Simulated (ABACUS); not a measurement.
## GaN under changes of volume

One of the cells (11.310 Å³/atom); the others are scaled copies at fixed shape and fractional positions:

```
Ga N
1.0
     3.18000    0.00000    0.00000
    -1.59000    2.75396    0.00000
     0.00000    0.00000    5.16600
Ga N
2 2
Cartesian
  1.5900 0.9180 2.5830
  0.0000 1.8360 0.0000
  1.5900 0.9180 4.5203
  0.0000 1.8360 1.9373
```

| Quantity | Value |
| --- | --- |
| Program | ABACUS 3.10.1 |
| Functional | PBE |
| Potentials or basis | Ansatz NC PBE |
| Cutoff | 1361 eV |
| Density cutoff | 5442 eV |
| Basis | DZP LCAO (the cutoffs set its grid) |
| k mesh | 9 × 9 × 5 |
| Occupations | fermi-dirac, width 0.05 eV |
| Spin | no spin polarisation |

```tsv
volume (Å³/atom)	energy over the lowest point (meV/atom)	pressure (GPa)	gap on the mesh (eV)	largest force (eV/Å)
10.632	?	?	?	?
10.858	57.20	18.8	2.67	0.136
11.084	34.06	14.0	2.52	0.131
11.310	17.42	9.7	2.36	0.126
11.537	6.59	5.8	2.21	0.120
11.763	0.96	2.3	2.07	0.115
11.989	0.00	-0.9	1.93	0.110
```

Q: What does the run at 10.632 Å³/atom give?

A: Energy over the lowest point 87.51 meV/atom; pressure 24.2 GPa; gap on the mesh 2.83 eV; largest force 0.142 eV/Å.

Worked out: A Birch-Murnaghan fit of order 3 (a polynomial in V^(-2/3)) to the other rows has its minimum at 11.93 Å³/atom with B0 = V·E''(V) = 160 GPa and B' = 4.9 at fixed shape and positions, which overstates the stiffness. It gives 87.64 meV/atom at 10.632 Å³/atom, against the run's 87.51, and -dE/dV = 24.4 GPa, against 24.2. A straight line through the other rows of the gap, of slope -7.5 eV per unit of ln V (its deformation potential), extrapolates to 2.83 eV, against the run's 2.83.

Energies are extrapolated to zero smearing.

Caveats: the atomic orbitals were generated for these runs and aren't a published set; the basis of atomic orbitals isn't converged, which shifts pressures, moduli and gaps.

Spin-orbit coupling on Ga is left out.
